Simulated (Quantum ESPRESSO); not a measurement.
Ti2O: phonons with LDA

Ti2O:

```
Ti O
1.0
     2.91940    0.00000    0.00000
    -1.45970    2.52827    0.00000
     0.00000    0.00000    4.71300
Ti O
2 1
Direct
  0.33333 0.66667 0.72126
  0.66667 0.33333 0.27874
  0.00000 0.00000 0.00000
```

```
Program                     : Quantum ESPRESSO 7.5
Task                        : phonons
Functional                  : LDA
Potentials or basis         : JTH 2.0 LDA
Cutoff                      : 707 eV
Density cutoff              : 4245 eV
k mesh                      : 10 × 10 × 6
Occupations                 : gaussian, width 0.2 eV
Spin                        : no spin polarisation
Form of the LDA correlation : PW92
Mixing beta                 : 0.5
Most SCF iterations         : 120
SCF threshold               : 6e-10 Ry
```

```yaml
Relaxed_volume: 11.58 Å³/atom
Relaxed_cell: a = 2.932 Å, b = 2.932 Å, c = 4.667 Å, α = 90.00°, β = 90.00°, γ = 120.00°
Space_group_after_relaxing_to_0.05_Å: P-3m1 (No. 164)
Pressure_after_relaxing: 0.0 GPa
Band_gap_on_the_k_mesh: none (metal or under the smearing width)
Highest_phonon_frequency_at_Γ: 525 cm⁻¹
```

The path:
| step | energy change (eV) | largest force (eV/Å) | pressure (GPa) | volume (Å³) |
| --- | --- | --- | --- | --- |
| 1 | 0.0000 | 1.4663 | -1.53 | 34.79 |
| 2 | -0.0712 | 0.7935 | 0.21 | 34.52 |
| 3 | -0.1052 | 0.1597 | 0.64 | 34.56 |
| 4 | -0.1111 | 0.0205 | 0.17 | 34.68 |
| 5 | -0.1137 | 0.0392 | 0.01 | 34.75 |
| 6 | -0.1139 | 0.0157 | -0.04 | 34.76 |
| 7 | -0.1140 | 0.0014 | -0.01 | 34.75 |
| 8 | -0.1140 | 0.0000 | 0.00 | 34.75 |

Final structure:
```
CELL_PARAMETERS angstrom
2.93196 0.00000 0.00000
-1.46598 2.53915 0.00000
0.00000 0.00000 4.66721
ATOMIC_POSITIONS crystal
Ti 0.33333 0.66667 0.73940
Ti 0.66667 0.33333 0.26060
O 0.00000 0.00000 0.00000
```

Levels at points of the mesh, in eV from the Fermi level:
| k point | band 12 | band 13 | band 14 | band 15 | band 16 | band 17 | band 18 | band 19 |
| --- | --- | --- | --- | --- | --- | --- | --- | --- |
| (0.00, 0.00, 0.00) | -6.58 | -3.49 | 0.07 | 0.20 | 0.58 | 0.58 | 1.00 | 1.00 |
| (0.00, 0.00, -0.50) | -6.65 | -1.64 | -1.51 | 0.04 | 0.04 | 1.36 | 2.12 | 2.12 |
| (0.00, -0.50, 0.00) | -6.95 | -2.77 | -1.26 | -0.44 | 1.41 | 1.83 | 2.99 | 3.01 |
| (0.00, -0.50, -0.50) | -6.86 | -1.73 | -1.17 | -0.57 | -0.07 | 1.15 | 2.72 | 2.94 |

Phonon frequencies in cm⁻¹ (negative: imaginary):
| q point | frequencies |
| --- | --- |
| (0.000, 0.000, 0.000) | 1 2 2 167 167 307 473 473 525 |

Optical modes at Γ, degenerate ones joined:
| cm⁻¹ | components | symmetry | active in |
| --- | --- | --- | --- |
| 167 | 2 | Eg | Raman |
| 307 | 1 | A1g | Raman |
| 473 | 2 | Eu | IR |
| 525 | 1 | A2u | IR |

Wall time 27 min on 1 thread of Arm Neoverse V2, with other jobs on the host, peak memory 0.17 GiB.

Caveat: the mesh is thin for the phonons of a metal; semilocal functionals often make such compounds metallic where correlation or magnetic order opens a gap, which also shifts bond lengths.
